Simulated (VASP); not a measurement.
# Cu (Fm-3m) in VASP: further runs

The runs below take Cu through relaxation of cell and atoms, vibrations by finite differences, with PBE.

Everything below comes from runs of VASP 6.6.1. Logs are shortened: lines on timing, memory, paths and dates and some standing lists are left out, and cuts for length are marked.

### 1 Starting point

It takes space group Fm-3m (No. 225, cubic). The conventional cell has a = 3.615 Å, b = 3.615 Å, c = 3.615 Å, α = 90.00°, β = 90.00°, γ = 90.00°. Cu (site symmetry m-3m) has 12 Cu at 2.56 Å as nearest neighbours.

### 2 Relaxation of cell and atoms, PBE

INCAR

```
ALGO = Fast
EDIFF = 1E-7
EDIFFG = -0.002
ENCUT = 520
GGA = PE
IBRION = 2
ISIF = 3
ISMEAR = 0
LASPH = True
LCHARG = False
LREAL = False
LWAVE = False
NELM = 80
NSW = 80
PREC = Accurate
SIGMA = 0.1
```

KPOINTS

```
k-points
0
Gamma
  20 20 20
```

POSCAR

```
Cu
1.0
    0.0000000000      1.8075000000      1.8075000000
    1.8075000000      0.0000000000      1.8075000000
    1.8075000000      1.8075000000      0.0000000000
Cu
1
Direct
    0.0000000000      0.0000000000      0.0000000000
```

Potentials or basis: VASP PAW PBE potentials, release 64 (Cu).

Started as:

```sh
$ cat potpaw_PBE.64/Cu/POTCAR > POTCAR
$ mpirun -np 1 vasp_std > vasp.out
```

OUTCAR:

```text
EDIFF = 1E-7
   EDIFFG = -0.002
   ENCUT = 520
   GGA = PE
   IBRION = 2
   ISIF = 3
   ISMEAR = 0
   LASPH = True
   LREAL = False
   NELM = 80
   NSW = 80
   PREC = Accurate

 ion  position               nearest neighbor table
   1  0.000  0.000  0.000-

  LATTYP: Found a face centered cubic cell.
 ALAT       =     3.6150000000

  Lattice vectors:

 A1 = (   0.0000000000,   1.8075000000,   1.8075000000)
 A2 = (   1.8075000000,   0.0000000000,   1.8075000000)
 A3 = (   1.8075000000,   1.8075000000,   0.0000000000)

Analysis of symmetry for initial positions (statically):
=====================================================================
 Subroutine PRICEL returns:
 Original cell was already a primitive cell.

 Routine SETGRP: Setting up the symmetry group for a
 face centered cubic supercell.

 Subroutine GETGRP returns: Found 48 space group operations
 (whereof 48 operations were pure point group operations)
 out of a pool of 48 trial point group operations.

The static configuration has the point symmetry O_h .

Analysis of symmetry for dynamics (positions and initial velocities):
=====================================================================
 Subroutine PRICEL returns:
 Original cell was already a primitive cell.

 Routine SETGRP: Setting up the symmetry group for a
 face centered cubic supercell.

 Subroutine GETGRP returns: Found 48 space group operations
 (whereof 48 operations were pure point group operations)
 out of a pool of 48 trial point group operations.

The dynamic configuration has the point symmetry O_h .

 Subroutine INISYM returns: Found 48 space group operations
 (whereof 48 operations are pure point group operations),
 and found     1 'primitive' translations

----------------------------------------------------------------------------------------

                                     Primitive cell

  volume of cell :      11.8104

  direct lattice vectors                    reciprocal lattice vectors
     0.000000000  1.807500000  1.807500000    -0.276625173  0.276625173  0.276625173
     1.807500000  0.000000000  1.807500000     0.276625173 -0.276625173  0.276625173
     1.807500000  1.807500000  0.000000000     0.276625173  0.276625173 -0.276625173

  length of vectors
     2.556191014  2.556191014  2.556191014     0.479128854  0.479128854  0.479128854

[... 90 lines left out ...]
   NUPDOWN=      -1.0000    fix difference up-down
   EMIN   =  10.00;   EMAX   =-10.00  energy-range for DOS
   EFERMI =   0.00;   METHOD = LEGACY
   ISMEAR =     0;   SIGMA  =   0.10  broadening in eV -4-tet -1-fermi 0-gaus
   EFERMI_NEDOS =   21; number of points for ismear=-14 and -15
   IALGO  =     68    algorithm
   IMIX   =      4    mixing-type and parameters
     AMIX     =   0.40;   BMIX     =  1.00
     AMIX_MAG =   1.60;   BMIX_MAG =  1.00
  volume/ion in A,a.u.               =      11.81        79.70
  Fermi-wavevector in a.u.,A,eV,Ry     =   1.598763  3.021224 34.777078  2.556043
  Thomas-Fermi vector in A             =   2.696162
   LORBIT       =      0    0 simple, 1 ext, 2 COOP (PROOUT), +10 PAW based schemes
   GGA     = PE    functional components
   LHFCALC =     F    Hartree Fock is set to
   AEXX    =    0.0000 exact exchange contribution
   IVDW    =     0    specifies the selected vdW correction
   LEPSILON=     F    determine dielectric tensor
   LRPA    =     F    only Hartree local field effects (RPA)
 conjugate gradient relaxation of ions
 non-spin polarized calculation
 RMM-DIIS sequential band-by-band and
 Gauss-broadening in eV      SIGMA  =   0.10
  energy-cutoff  :      520.00
  volume of cell :       11.81
 maximum number of plane-waves:       332
   NGX =  9   NGY =  9   NGZ =  9

--------------------------------------- Ionic step        1  -------------------------------------------

 number of electron      11.0000001 magnetization

 Free energy of the ion-electron system (eV)
  ---------------------------------------------------
  ext. energy  EPLUGINS =         0.00000000
  ---------------------------------------------------
  free energy    TOTEN  =        -3.72803586 eV

  energy without entropy =       -3.72672152  energy(sigma->0) =       -3.72737869

------------------------ aborting loop because EDIFF is reached ----------------------------------------

  FORCE on cell =-STRESS in cart. coord.  units (eV):
  Direction    XX          YY          ZZ          XY          YZ          ZX
  --------------------------------------------------------------------------------------
  -------------------------------------------------------------------------------------
  Total        0.1868083      0.1868083      0.1868083     -0.0000000      0.0000000     -0.0000000
  in kB       25.3420583     25.3420583     25.3420583     -0.0000000      0.0000000     -0.0000000
  external PRESSURE =      25.3420583 kB  Pullay stress =       0.0000000 kB
[... 267 lines left out ...]
--------------------------------------- Ionic step        9  -------------------------------------------

 number of electron      10.9999996 magnetization

 Free energy of the ion-electron system (eV)
  ---------------------------------------------------
  ext. energy  EPLUGINS =         0.00000000
  ---------------------------------------------------
  free energy    TOTEN  =        -3.72935655 eV

  energy without entropy =       -3.72801808  energy(sigma->0) =       -3.72868732

 E-fermi :   7.3692     XC(G=0): -12.6362

 val. band max:        7.3491194839   @ k =   0.5000   0.2500   0.1000
 cond. band min:       7.4145741081   @ k =   0.5000   0.3500   0.1500
 fundamental gap:      0.0654546242
 Fermi energy:         7.3692353890

 k-point     1 :       0.0000    0.0000    0.0000
  band No.  band energies     occupation
      1      -1.8385      2.00000
      2       4.4172      2.00000
      3       4.4172      2.00000
      4       4.4172      2.00000
      5       5.2198      2.00000
      6       5.2198      2.00000
      7      29.8659      0.00000
      8      32.3906      0.00000
      9      32.3906      0.00000
[... 265 lines left out ...]
 k-point    24 :      -0.3500    0.0500    0.0000
  band No.  band energies     occupation
      1       1.9440      2.00000
      2       4.4433      2.00000
      3       4.4821      2.00000
      4       4.6188      2.00000
      5       5.5283      2.00000
      6       5.8059      2.00000
      7      14.5862      0.00000
      8      27.0115      0.00000
      9      29.4107      0.00000

 [... further k-points ...]
[... 5 lines left out ...]
  --------------------------------------------------------------------------------------
  -------------------------------------------------------------------------------------
  Total        0.0011185      0.0011185      0.0011185     -0.0000000     -0.0000000      0.0000000
  in kB        0.1494146      0.1494146      0.1494146     -0.0000000     -0.0000000      0.0000000
  external PRESSURE =       0.1494146 kB  Pullay stress =       0.0000000 kB
[... 16 lines left out ...]
  FREE ENERGIE OF THE ION-ELECTRON SYSTEM (eV)
  ---------------------------------------------------
  free  energy   TOTEN  =        -3.7293565478 eV

  energy  without entropy=       -3.7280180823  energy(sigma->0) =       -3.72868732

 reached required accuracy - stopping structural energy minimisation
```

Wall time 72 s (1 thread of Intel Xeon Platinum 8488C (Sapphire Rapids), shared host); peak memory 0.15 GiB.

Results:

```
Free energy                            : -3.7294 eV
Relaxed volume                         : 11.99 Å³/atom
Relaxed cell                           : a = 2.569 Å, b = 2.569 Å, c = 2.569 Å, α = 60.00°, β = 60.00°, γ = 60.00°
Space group after relaxing (to 0.05 Å) : Fm-3m (No. 225)
Energy gained by relaxing              : 1.3 meV/atom
Ionic steps                            : 9
Pressure after relaxing                : 0.0 GPa
Band gap on the k mesh                 : none (metal or under the smearing width)
```

The path:
| step | energy change (eV) | largest force (eV/Å) | pressure (GPa) | volume (Å³) |
| --- | --- | --- | --- | --- |
| 1 | 0.0000 | 0.0000 | 2.53 | 11.81 |
| 2 | -0.0007 | 0.0000 | -1.91 | 12.13 |
| 3 | -0.0013 | 0.0000 | -0.04 | 12.00 |
| 4 | -0.0013 | 0.0000 | 0.18 | 11.99 |
| 5 | -0.0013 | 0.0000 | -0.18 | 11.99 |
| 6 | -0.0013 | 0.0000 | 0.14 | 11.99 |
| 7 | -0.0013 | 0.0000 | -0.14 | 11.99 |
| 8 | -0.0013 | 0.0000 | 0.12 | 11.99 |
| 9 | -0.0013 | 0.0000 | 0.01 | 11.99 |

Final structure:
```cif
data_structure
_symmetry_space_group_name_H-M 'P 1'
_symmetry_Int_Tables_number 1
_cell_length_a 2.5694
_cell_length_b 2.5694
_cell_length_c 2.5694
_cell_angle_alpha 60.000
_cell_angle_beta 60.000
_cell_angle_gamma 60.000
_cell_volume 11.99
loop_
_atom_site_label
_atom_site_type_symbol
_atom_site_fract_x
_atom_site_fract_y
_atom_site_fract_z
_atom_site_occupancy
Cu1 Cu 0.00000 0.00000 0.00000 1
```

Levels at points of the mesh, in eV from the Fermi level:
| k point | band 4 | band 5 | band 6 | band 7 | band 8 | band 9 |
| --- | --- | --- | --- | --- | --- | --- |
| (0.00, 0.00, 0.00) | -2.95 | -2.15 | -2.15 | 22.50 | 25.02 | 25.02 |
| (0.50, 0.00, 0.00) | -1.59 | -1.59 | -0.93 | 3.71 | 21.00 | 21.86 |
| (0.50, 0.50, 0.00) | -1.45 | -1.45 | 1.54 | 7.03 | 12.99 | 12.99 |

### 3 Relaxation of cell and atoms, PBE

This run uses another cell than the first one, of 11.99 Å³/atom, 1.016 times its volume.

INCAR is that of step 2.

KPOINTS is that of step 2.

POSCAR

```
Cu                                      
1.0
   -0.0000000000      1.8168294363      1.8168294363
    1.8168294363      0.0000000000      1.8168294363
    1.8168294363      1.8168294363     -0.0000000000
  Cu            
     1
Direct
     0.0000000000000000    0.0000000000000000    0.0000000000000000
```

Potentials or basis: VASP PAW PBE potentials, release 64 (Cu).

Started as:

```sh
$ cat potpaw_PBE.64/Cu/POTCAR > POTCAR
$ mpirun -np 1 vasp_std > vasp.out
```

OUTCAR:

```text
EDIFF = 1E-7
   EDIFFG = -0.002
   ENCUT = 520
   GGA = PE
   IBRION = 2
   ISIF = 3
   ISMEAR = 0
   LASPH = True
   LREAL = False
   NELM = 80
   NSW = 80
   PREC = Accurate

 ion  position               nearest neighbor table
   1  0.000  0.000  0.000-

  LATTYP: Found a face centered cubic cell.
 ALAT       =     3.6336588726

  Lattice vectors:

 A1 = (   0.0000000000,   1.8168294363,   1.8168294363)
 A2 = (   1.8168294363,   0.0000000000,   1.8168294363)
 A3 = (   1.8168294363,   1.8168294363,   0.0000000000)

Analysis of symmetry for initial positions (statically):
=====================================================================
 Subroutine PRICEL returns:
 Original cell was already a primitive cell.

 Routine SETGRP: Setting up the symmetry group for a
[... 356 lines left out ...]

 E-fermi :   7.3620     XC(G=0): -12.6328

 val. band max:        7.3416281351   @ k =   0.5000   0.2500   0.1000
 cond. band min:       7.4070342169   @ k =   0.5000   0.3500   0.1500
 fundamental gap:      0.0654060818
 Fermi energy:         7.3619946066

 k-point     1 :       0.0000    0.0000    0.0000
  band No.  band energies     occupation
      1      -1.8413      2.00000
      2       4.4117      2.00000
      3       4.4117      2.00000
      4       4.4117      2.00000
      5       5.2135      2.00000
      6       5.2135      2.00000
      7      29.8540      0.00000
      8      32.3742      0.00000
      9      32.3742      0.00000
[... 265 lines left out ...]
 k-point    24 :      -0.3500    0.0500    0.0000
  band No.  band energies     occupation
      1       1.9401      2.00000
      2       4.4377      2.00000
      3       4.4765      2.00000
      4       4.6134      2.00000
      5       5.5217      2.00000
      6       5.7992      2.00000
      7      14.5756      0.00000
      8      26.9975      0.00000
      9      29.3972      0.00000

 [... further k-points ...]
[... 5 lines left out ...]
  --------------------------------------------------------------------------------------
  -------------------------------------------------------------------------------------
  Total       -0.0006944     -0.0006944     -0.0006944      0.0000000     -0.0000000      0.0000000
  in kB       -0.0926982     -0.0926982     -0.0926982      0.0000000     -0.0000000      0.0000000
  external PRESSURE =      -0.0926982 kB  Pullay stress =       0.0000000 kB
[... 16 lines left out ...]
  FREE ENERGIE OF THE ION-ELECTRON SYSTEM (eV)
  ---------------------------------------------------
  free  energy   TOTEN  =        -3.7294978542 eV

  energy  without entropy=       -3.7281585276  energy(sigma->0) =       -3.72882819

 reached required accuracy - stopping structural energy minimisation
```

OSZICAR:

```text
N       E                     dE             d eps       ncg     rms          rms(c)
DAV:   1     0.355988836838E+02    0.35599E+02   -0.56673E+03  4745   0.204E+03
DAV:   2    -0.421007072346E+01   -0.39809E+02   -0.37719E+02  4637   0.195E+02
DAV:   3    -0.462227701787E+01   -0.41221E+00   -0.41058E+00  5440   0.289E+01
DAV:   4    -0.462526065518E+01   -0.29836E-02   -0.29828E-02  5646   0.219E+00
[... 116 lines left out ...]
DAV:   1    -0.372950781060E+01   -0.10316E-04   -0.18803E-04  4739   0.350E-01    0.264E-02
RMM:   2    -0.372950123519E+01    0.65754E-05   -0.48473E-05  4643   0.167E-01    0.125E-02
RMM:   3    -0.372949820924E+01    0.30260E-05   -0.75971E-06  4622   0.738E-02    0.480E-03
RMM:   4    -0.372949792368E+01    0.28555E-06   -0.41156E-07  4048   0.896E-03    0.185E-03
RMM:   5    -0.372949785418E+01    0.69500E-07   -0.18403E-07  3046   0.117E-02
  16 F= -.37294979E+01 E0= -.37288282E+01  d E =-.513591E-06
```

It took 2.1 min on 1 thread of Intel Xeon Platinum 8488C (Sapphire Rapids), shared host; peak memory 0.16 GiB.

Results:

| Quantity | Value |
| --- | --- |
| Free energy | -3.7295 eV |
| Relaxed volume | 12.00 Å³/atom |
| Relaxed cell | a = 2.570 Å, b = 2.570 Å, c = 2.570 Å, α = 60.00°, β = 60.00°, γ = 60.00° |
| Space group after relaxing (to 0.05 Å) | Fm-3m (No. 225) |
| Energy gained by relaxing | 0.0 meV/atom |
| Ionic steps | 16 |
| Pressure after relaxing | 0.0 GPa |
| Band gap on the k mesh | none (metal or under the smearing width) |

Final structure:
```
CELL_PARAMETERS angstrom
0.00000 1.81719 1.81719
1.81719 0.00000 1.81719
1.81719 1.81719 0.00000
ATOMIC_POSITIONS crystal
Cu 0.00000 0.00000 0.00000
```

[end of part 1 of 2]
